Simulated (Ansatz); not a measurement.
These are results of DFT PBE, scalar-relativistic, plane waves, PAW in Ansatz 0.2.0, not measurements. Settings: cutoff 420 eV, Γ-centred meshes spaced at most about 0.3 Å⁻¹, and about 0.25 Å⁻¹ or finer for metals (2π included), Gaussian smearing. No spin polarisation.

Temperature and zero-point effects are left out.

Task: Which of these relaxed structures of BiTe4 is the lowest in energy?
A.

```xyz
5
Lattice="-3.0675 3.0675 4.6942 3.0675 -3.0675 4.6942 3.0675 3.0675 -4.6942" Properties=species:S:1:pos:R:3 pbc="T T T"
Bi    0.0000    0.0000    0.0000
Te    0.0000    0.0000    3.2171
Te    0.0000    0.0000    6.1712
Te    0.0000    3.0675    0.0000
Te    3.0675    0.0000    0.0000
```

B.

```xyz
5
Lattice="6.4885 0.0000 0.0000 -3.2442 5.6192 0.0000 0.0000 0.0000 5.9279" Properties=species:S:1:pos:R:3 pbc="T T T"
Bi    0.0000    0.0000    2.9639
Te    3.2442    0.0000    0.0000
Te   -1.6221    2.8096    0.0000
Te    1.6221    2.8096    0.0000
Te    0.0000    0.0000    0.0000
```

C.

```xyz
5
Lattice="5.6915 0.0000 0.0000 0.0000 5.6915 0.0000 0.0000 0.0000 5.6915" Properties=species:S:1:pos:R:3 pbc="T T T"
Bi    0.0000    0.0000    0.0000
Te    1.7187    1.7187    1.7187
Te    3.9728    3.9728    1.7187
Te    1.7187    3.9728    3.9728
Te    3.9728    1.7187    3.9728
```

Result: A. The next of these, C, lies 158 meV/atom higher. Forms: A I4/mmm; C P-43m; B P6/mmm. Counting Te atoms around Bi (those within 1.25 times the shortest such distance or 1.15 times the sum of covalent radii): A has Bi 6; C has Bi 4; B has Bi 2. A holds Te–Te pairs (shortest 2.95 Å) (bonds between like non-metal atoms; other contacts aren't counted). All come from invented guesses. Even the lowest of the cells shown lies +0.20 eV/atom against the elements.

Spin–orbit coupling, which can matter for Bi and Te, is left out. In I4/mmm, P-43m, P6/mmm an odd number of electrons in the primitive cell allows no gap without spin; a larger cell or a magnetic state could open one. Cells relaxed within their symmetry can be saddle points. Some candidate types were left out of the draw beforehand, so a known form may be missing.
